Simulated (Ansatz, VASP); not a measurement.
This is a calculation of Te for VASP 6.6.1. This isn't the form of Te at room conditions, which is trigonal, of chains.

File INCAR:

```
SYSTEM = Te
  ALGO = Normal
  EDIFF = 1E-7
  EDIFFG = -0.01
  ENCUT = 600
  IBRION = 2
  ISIF = 3
  ISMEAR = -1
  LASPH = .TRUE.
  LCHARG = .FALSE.
  LREAL = .FALSE.
  LWAVE = .FALSE.
  NELM = 80
  NSW = 40
  PREC = Accurate
  SIGMA = 0.05
```

Contents of KPOINTS:

```
k-points
0
G
  9 9 9
  0 0 0
```

File POSCAR:

```
Te
1.0
    2.3059043427      1.3313144930      1.6909537039
   -2.3059043427      1.3313144930      1.6909537039
    0.0000000000     -2.6626289860      1.6909537039
Te
1
Direct
    0.5000000000      0.5000000000      0.5000000000
```

Potentials or basis: VASP PAW LDA potentials, release 64 (Te).

Launch:

```console
$ cat potpaw_LDA.64/Te/POTCAR > POTCAR
$ mpirun -np 1 vasp_std > vasp.out
```

**Question.** Translate it to Ansatz 0.2.0. Potentials or basis there: Ansatz PAW, cutoff 420 eV.

**Answer.** As run (cutoffs and basis follow the program's own potentials, and thresholds, step limits or extra output files can differ):

The input input.yaml:

```yaml
crystal:
  lattice:
    - [2.3059043427, 1.331314493, 1.6909537039]
    - [-2.3059043427, 1.331314493, 1.6909537039]
    - [0.0, -2.662628986, 1.6909537039]
  atoms:
    - { symbol: Te, position: [0.5, 0.5, 0.5] }
hamiltonian:
  xc: lda
  pseudopotentials: { kind: paw }
kpoints:
  mp_grid: { grid: [9, 9, 9] }
scf:
  occupations: { method: fermi_dirac, width: 0.05 }
output:
  forces: true
  stress: true
  eigenvalues: true
relax:
  f_tol: 0.01
  max_steps: 40
  cell: { stress_tol: 0.05 }
```

Potentials or basis: Ansatz PAW.

Run with:

```sh
$ ansatz run input.yaml --threads 2 --pin off --max-ram 5632MiB --backend cpu --events-out ev --progress --plain --runs-dir out
```

Both were run:

|  | VASP | Ansatz |
| --- | --- | --- |
| Relaxed volume | 30.81 Å³/atom | 30.75 Å³/atom |
| Relaxed cell | a = 3.137 Å, b = 3.137 Å, c = 3.137 Å, α = 92.01°, β = 92.01°, γ = 92.01° | a = 3.135 Å, b = 3.135 Å, c = 3.135 Å, α = 91.99°, β = 91.99°, γ = 91.99° |
| Space group after relaxing | R-3m (No. 166) | R-3m (No. 166) |
| Pressure after relaxing | 0.0 GPa | 0.0 GPa |

Ansatz's pressure holds a Pulay term of +0.04 GPa for its cutoff of 420 eV, which the other run lacks.

The potentials hold 6 and 16 valence electrons a cell.

Ansatz's potentials were made for PBE.

Where Ansatz's input types no cutoff or centring, it takes its own default and a Γ-centred mesh.

The two programs' LDA may be different fits to the electron gas.

Pressure is positive in compression.
